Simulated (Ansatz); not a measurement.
NaI: levels along high-symmetry lines

```yaml
crystal:
  lattice:
    - [0.00000, 3.23640, 3.23640]
    - [3.23640, 0.00000, 3.23640]
    - [3.23640, 3.23640, 0.00000]
  atoms:
    - { symbol: Na, position: [0.00000, 0.00000, 0.00000] }
    - { symbol: I, position: [0.50000, 0.50000, 0.50000] }
```

Atoms are numbered in the order listed.

The cell is COD entry 9008681, as deposited and not checked against the literature; nothing was relaxed.

No spin–orbit coupling, which matters for the heavy atoms here.

All numbers below come from DFT, LDA, all-electron LAPW, scalar-relativistic in Ansatz 0.2.0.

Numerical set-up: a Γ-centred 8×8×8 k mesh, Fermi–Dirac smearing of 0.02 eV, basis error target 1 meV/atom, no spin polarisation.

Points in fractions of the reciprocal vectors of this cell: Γ (0, 0, 0), X (0.5, 0, 0.5), U (0.625, 0.25, 0.625), K (0.375, 0.375, 0.75), L (0.5, 0.5, 0.5), W (0.5, 0.25, 0.75). The path joins them by straight lines in the order Γ–X–U–K–Γ–L–W–X; legs that retrace an earlier one aren't tabulated. Energies are in eV from the top of the valence band.

Q: Metal or insulator at this level of theory?

A: An insulator or semiconductor: gap 3.33 eV, direct at Γ.

Q: Tabulate bands 15 to 19, counted from the lowest band of the run, along the path.

A: 
```csv
k (1/Å),point,band 15,band 16,band 17,band 18,band 19
0.00,Γ,0.00,0.00,0.00,3.33,7.84
0.14,,-0.19,-0.05,-0.05,3.60,7.54
0.28,,-0.61,-0.17,-0.17,4.23,6.98
0.42,,-1.06,-0.33,-0.33,4.87,6.44
0.55,,-1.45,-0.50,-0.50,5.03,5.99
0.69,,-1.73,-0.64,-0.64,4.71,5.66
0.83,,-1.90,-0.73,-0.73,4.39,5.46
0.97,X,-1.95,-0.76,-0.76,4.27,5.40
1.02,,-1.94,-0.78,-0.76,4.30,5.42
1.07,,-1.93,-0.84,-0.75,4.36,5.49
1.12,,-1.90,-0.92,-0.73,4.46,5.62
1.17,,-1.86,-1.02,-0.71,4.59,5.80
1.22,,-1.81,-1.14,-0.68,4.72,6.02
1.26,,-1.75,-1.26,-0.65,4.86,6.27
1.31,U,-1.68,-1.38,-0.61,5.01,6.53
1.40,,-1.65,-1.41,-0.63,5.15,6.66
1.48,,-1.65,-1.37,-0.69,5.42,6.76
1.57,,-1.66,-1.32,-0.75,5.69,6.73
1.65,,-1.66,-1.32,-0.75,5.69,6.73
1.74,,-1.65,-1.37,-0.69,5.42,6.76
1.82,,-1.65,-1.41,-0.63,5.15,6.66
1.91,K,-1.68,-1.38,-0.61,5.01,6.53
2.06,,-1.66,-1.42,-0.48,5.48,6.96
2.20,,-1.75,-1.11,-0.34,5.95,6.69
2.35,,-1.62,-0.77,-0.21,5.72,6.90
2.50,,-1.27,-0.46,-0.11,5.03,6.98
2.64,,-0.76,-0.21,-0.04,4.29,7.18
2.79,,-0.25,-0.05,-0.01,3.63,7.57
2.94,Γ,0.00,0.00,0.00,3.33,7.84
3.06,,-0.18,-0.02,-0.02,3.53,7.66
3.18,,-0.60,-0.06,-0.06,4.00,7.37
3.30,,-1.10,-0.12,-0.12,4.49,7.27
3.42,,-1.56,-0.18,-0.18,4.78,7.49
3.54,,-1.93,-0.24,-0.24,4.87,7.50
3.66,,-2.16,-0.27,-0.27,4.87,7.36
3.78,L,-2.24,-0.29,-0.29,4.86,7.31
3.88,,-2.22,-0.36,-0.30,4.98,7.08
3.97,,-2.15,-0.56,-0.35,5.29,6.67
4.07,,-2.03,-0.81,-0.44,5.71,6.28
4.17,,-1.88,-1.06,-0.56,5.98,6.16
4.27,,-1.71,-1.27,-0.72,5.78,6.60
4.37,,-1.53,-1.40,-0.88,5.67,7.03
4.46,W,-1.44,-1.44,-0.96,5.63,7.33
4.53,,-1.57,-1.31,-0.95,5.52,6.89
4.60,,-1.68,-1.18,-0.93,5.26,6.48
4.67,,-1.77,-1.05,-0.89,4.95,6.11
4.74,,-1.85,-0.93,-0.84,4.68,5.81
4.81,,-1.91,-0.84,-0.80,4.46,5.59
4.88,,-1.94,-0.78,-0.77,4.32,5.44
4.95,X,-1.95,-0.76,-0.76,4.27,5.40
```

Kohn–Sham gaps of semilocal functionals usually fall short of measured ones.
